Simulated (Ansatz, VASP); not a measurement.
# NaI: VASP beside Ansatz, part 2 of 2

Aim: how closely do two programs agree when they are given the same cell, functional and k mesh? The cell is taken from a series of VASP runs on this material, whose earlier steps may have relaxed, scaled or displaced it; both programs get it as it stands.

VASP 6.6.1 and Ansatz 0.2.0.

So far: The structure; VASP: relaxation of cell and atoms, r2SCAN with rVV10.

### Step 3. Ansatz: relaxation of cell and atoms, r2SCAN with rVV10

Level of this step: Ansatz beside VASP: Kohn-Sham DFT, plane waves, r2SCAN with rVV10 (Ansatz).

Ansatz runs on its default PAW (the set named soft_2) files.

The same cell, functional, mesh and smearing now go to Ansatz, which takes its cutoff from its data sets.

Contents of input.yaml:

```yaml
crystal:
  lattice:
    - [0.0, 3.2017814499, 3.2017814499]
    - [3.2017814499, 0.0, 3.2017814499]
    - [3.2017814499, 3.2017814499, 0.0]
  atoms:
    - { symbol: I, position: [0.5, 0.5, 0.5] }
    - { symbol: Na, position: [0.0, 0.0, 0.0] }
hamiltonian:
  xc: r2scan
  pseudopotentials: { kind: paw }
  dispersion: rvv10
kpoints:
  mp_grid: { grid: [6, 6, 6] }
scf:
  occupations: { method: gaussian, width: 0.03 }
relax:
  f_tol: 0.01
  max_steps: 60
  cell: { stress_tol: 0.05 }
output:
  forces: true
  stress: true
  write_density: true
  write_potential: true
  elf: true
  volumetric_format: npy
```

The run is started by

```bash
> ansatz run input.yaml --threads 4 --pin off --max-ram 9216MiB --backend cpu --events-out ev --progress --plain --runs-dir out
```

Numbers of over 12 decimals in the logs are rounded to 6 here.

Log:

```text
Engine: ansatz 0.2.0, aarch64-unknown-linux-gnu
Pseudopotentials: kind: paw
Pseudopotential: I, paw, valence charge 17, recommended cutoff 500 eV (meta_gga), I.paw.azcp
Pseudopotential: Na, paw, valence charge 9, recommended cutoff 500 eV (meta_gga), Na.paw.azcp
Functional definition: r2SCAN+rVV10
  parameter k0 = 0.174
  parameter k1 = 0.065
  parameter a1 = 4.9479
  exchange = r2scan_x(k0 = k0, k1 = k1, a1 = a1)
  correlation = r2scan_c + rvv10(11.95, 0.0093)
Crystal: 2 atoms, lattice volume = 65.646 Å³
Basis set: ecut = 500 eV, 1687 PW (Γ), exchange–correlation on 160×160×160 points (64 copies of the dense FFT grid, shifted against one another)
Bands: 17, of which v1, the nominal top of the filled ones, is band 13 counted from 1 (12 counted from 0)
Symmetry: 48 space group operations
Space group: Fm-3m (ITA 225), of the structure as read, at distance tolerance 4.0e-5 Å
k-points: 16 of 216
Non-local potential: I, projectors of the file, l = 0: 2, l = 1: 2, l = 2: 2, l = 3: 2
Non-local potential: Na, projectors of the file, l = 0: 3, l = 1: 2, l = 2: 1
PAW form: soft (Blöchl's): semilocal exchange-correlation on the pseudo side does not see the compensation charge
rVV10 density: all electrons in the spheres
PAW frozen core: I, regenerated for the run's functional (the file was generated under x = pbe(κ = 0.804, μ = 0.219515), c = pbe(β = 0.066725))
PAW frozen core: Na, regenerated for the run's functional (the file was generated under x = pbe(κ = 0.804, μ = 0.219515), c = pbe(β = 0.066725))
PAW one-centre angular grid: I, 590 points (default); XC on 160 Gauss nodes
PAW one-centre angular grid: Na, 302 points (default); XC on 339 of its mesh's 2595 points in the sphere
Initial density: superposition of atomic densities (neutral atoms: chi_scale 0, normalization atom), corrected by the library's trained network
Initial wavefunctions: pseudopotential atomic-orbital guess
Functional: x = r2scan, c = r2scan + rvv10(b = 11.95, C = 0.0093); τ floored in thin density (d = 2e-4 eV/Å³)
SCF iter   1: F=—  HF=-9017.053342 eV  |F-HF|=—  |Δ(HF+E_count)|=         —  Δρ=5.22e-3  dr2=9.47e-3  dr2_τ=5.46e-4  ethr=1.77e-3  ⟨swp⟩=5.8  Hψ=1480  notcnv=0
preconditioner: auto → none  [insulator: Δε(μ)=4.419 eV  Ē_g=11.423 eV  σ=0.030 eV  W_gap=1.00  n_scr=14 (ndim 8)  ℏωp=13.0 eV  f_vac=0.058  D(μ)=0.00/eV (n_scr^D=0)  ε∞_Penn≈2.3]
SCF iter   2: F=—  HF=-9017.058196 eV  |F-HF|=—  |Δ(HF+E_count)|=   4.85e-3  Δρ=1.04e-3  dr2=4.05e-4  dr2_τ=1.93e-4  ethr=3.64e-5  ⟨swp⟩=2.6  Hψ=686  notcnv=0
SCF iter   3: F=—  HF=-9017.058709 eV  |F-HF|=—  |Δ(HF+E_count)|=   5.12e-4  Δρ=3.23e-4  dr2=3.64e-5  dr2_τ=8.85e-6  ethr=1.56e-6  ⟨swp⟩=2.0  Hψ=534  notcnv=0
SCF iter   4: F=—  HF=-9017.058806 eV  |F-HF|=—  |Δ(HF+E_count)|=   9.75e-5  Δρ=1.02e-4  dr2=9.31e-6  dr2_τ=3.36e-7  ethr=1.40e-7  ⟨swp⟩=2.0  Hψ=480  notcnv=0
SCF iter   5: F=—  HF=-9017.058804 eV  |F-HF|=—  |Δ(HF+E_count)|=   2.05e-6  Δρ=2.14e-5  dr2=3.23e-7  dr2_τ=1.00e-8  ethr=3.58e-8  ⟨swp⟩=2.0  Hψ=464  notcnv=0
SCF iter   6: F=-9017.058804 eV  HF=-9017.058804 eV  |F-HF|=1.45e-8  |Δ(HF+E_count)|=   9.33e-8  Δρ=4.17e-6  dr2=1.81e-8  dr2_τ=2.58e-10  ethr=3.85e-10  ⟨swp⟩=8.7  Hψ=1692  notcnv=0
SCF 1 converged in 6 iterations: F = -9017.058804 eV  dr2 = 1.81e-8
  greatest PAW one-centre occupation: 1.000 electrons in one spin orbital (limit 2), on the Na atom at site 1 (counted from 0), in its partial waves of l = 0
relax step   1: F+E_penalty+E_count = -9017.05880420 eV  Δ(F+E_penalty+E_count) = +0.000e0 eV  max|allowed force component| = 3.297e-29 eV/Å  Δτ_max = 0.0000 Å  P = -0.064 GPa  Ω = 65.646 Å³  (6 SCF iters, dr2 threshold 1.00e-7 eV, accepted)
[...]
relax step   2: F+E_penalty+E_count = -9017.05885475 eV  Δ(F+E_penalty+E_count) = -5.055e-5 eV  max|allowed force component| = 7.420e-30 eV/Å  Δτ_max = 0.0000 Å  P = -0.028 GPa  Ω = 65.522 Å³  energy of the carried Pulay correction = +1.500e-5 eV  (5 SCF iters, dr2 threshold 1.02e-8 eV, accepted)
[...]
relax step   3: F+E_penalty+E_count = -9017.05883743 eV  Δ(F+E_penalty+E_count) = +1.732e-5 eV  max|allowed force component| = 9.614e-30 eV/Å  Δτ_max = 0.0000 Å  P = -0.028 GPa  Ω = 65.522 Å³  stress off target by 2.84e-2 GPa  SCF on the basis re-selected at this cell (its energy is not comparable with the rows above)  (5 SCF iters)
basis re-selected at this cell: Δ(F+E_penalty+E_count) = +1.732e-5 eV, ΔP = -0.000 GPa vs the last step (what re-selecting the basis moved, of the pressure what is left beyond the Pulay correction that the steps carried, after the strain that the cell walked since its last selection, with what the two solves' SCF thresholds leave and, on support functions, any second-order correction that the steps lacked; it is no m [...]
SCF converged after 5 iterations
Free energy (F): -9017.058837 eV
Harris-Foulkes:  -9017.058837 eV  (|F-HF|=0.00e0)
Internal energy: -9017.058837 eV  (E = F + TS)
E sigma→0 (E₀):  -9017.058837 eV
Fermi energy:    5.244406 eV
--- Per-component energies (eV) ---
  E_band       = -633.125293
  E_kinetic    = 309.801116
  E_local      = -3307.339398  (includes V_loc(G=0)·N_el)
  E_nonlocal   = 25.906139
  E_hartree    = 1501.049548
  E_xc         = -155.421649
  E_vxc        = -194.566529  (∫ρ·V_xc dr)
  E_paw        = -5107.401232  (= ΣΔE_a)
  E_vpaw       = -482.187141  (= ΣTr[D̂ρ^β])
  E_aug_tail   = -0.000050  (compensation charges beyond the density's cutoff)
  E_vtau       = 13.161464  (kinetic-family band-sum trace: ∫τ·v_τ [+ j·A + Jᵃ·Aᵃ] dr)
  E_ewald      = -2283.700097
  E_core_change = 0.046786  (= ΣΔE_core)
  E_smearing   = -0.000000  (= −TS)
  E_closure    = -0.000000  (closes the sum)
  Σ components = -9017.058837   (vs F -9017.058837, Δ=0.00e0)
--- Forces (eV/Å), atoms counted from 1 ---
  atom   1  I      0.00000000     0.00000000     0.00000000
  atom   2  Na    -0.00000000    -0.00000000     0.00000000
  max |Σ_I F_I| component: 1.86e-29 eV/Å
--- Stress (GPa, compression-positive) ---
       -0.028398      -0.000000      -0.000000
       -0.000000      -0.028398      -0.000000
       -0.000000      -0.000000      -0.028398
  P = ⅓ Tr σ = -0.0284 GPa (-0.284 kbar)
--- Band table (eV; the first three rows and the last of 16) ---
  k-point 0: bands = [... 9 lower, -8.4283, 3.0135, 3.0135, 3.0135, 7.4751, 11.5036, 11.5036, 11.5036]
  k-point 1: bands = [... 9 lower, -8.3414, 2.2521, 2.9289, 2.9289, 8.2795, 11.0261, 11.7322, 11.7322]
  k-point 2: bands = [... 9 lower, -8.1559, 1.1400, 2.7711, 2.7711, 8.7418, 11.3500, 11.3500, 11.9404]
  k-point 15: bands = [... 9 lower, -7.9559, 1.1959, 1.8074, 2.0602, 9.1045, 9.9848, 12.3222, 12.4859]
--- Relaxed structure (2 steps of the walk, 2 accepted, 1 SCFs on fresh bases) ---
  F+E_penalty+E_count = -9017.05883743 eV   max|allowed force component| = 9.614e-30 eV/Å   (the final SCF, on the basis selected at the relaxed cell)
  cell:  # Å, volume = 65.5216 Å³
    - [0, 3.199766, 3.199766]
    - [3.199766, 0, 3.199766]
    - [3.199766, 3.199766, 0]
  atoms:
    - { symbol: I, position: [0.5, 0.5, 0.5] }
    - { symbol: Na, position: [0, 0, 0] }
```

Run time: 6.2 s. Hardware: 4 threads of Arm Neoverse V1, shared host; peak memory 0.63 GiB; 23 s of CPU time.

### Step 4. Comparison

Known differences besides the potentials themselves: VASP keeps PBE cores, Ansatz makes them for the functional; both relaxations stop at a tolerance, which leaves soft axes loose, and VASP keeps its plane-wave basis; the data sets hold 26 valence electrons in Ansatz (default PAW (the set named soft_2) files) and 14 in VASP; the cutoff is 500 eV in Ansatz and 450 eV in VASP; Ansatz adds a Pulay correction to the stress that steers its cell, VASP none. Total energies have different zeros and are not compared.

Both answers:

```
                                         quantity  Ansatz   VASP  difference
                                      volume (Å³)   65.52  65.36     +0.25 %
edge a after relaxation, in the typed setting (Å)   4.525  4.521     +0.08 %
```

The walks stopped with -0.03 GPa left in Ansatz and 0.02 GPa in VASP; each walk ends within a tolerance, so the volume difference is uncertain by about these residues over the bulk modulus, most in soft cells.

### Step 5. What came out

```json
{
  "difference in volume (relaxation of cell and atoms, r2SCAN with rVV10)": "0.25 %"
}
```

The difference in volume is 0.25 % (relaxation of cell and atoms, r2SCAN with rVV10), within the 1.2 % picked in this series as the mark of a large difference, as far as the stopping tolerances let one tell. 1 further run of this series is not shown here. How closely two codes agree says nothing of how well the functional describes the real material.

[Lines on the potential files, build, host, timing and source positions are cut from VASP's logs without a mark.]

[Logs are printed without paths, hosts, clocks, repeated set-up lines and the standing remarks that a program may print on its own settings, such as how far it seeks lower states.]

[Hosts, paths, dates, database ids (printed as entryN), source tags and the programs' standing remarks are cut or masked in the printed files.]
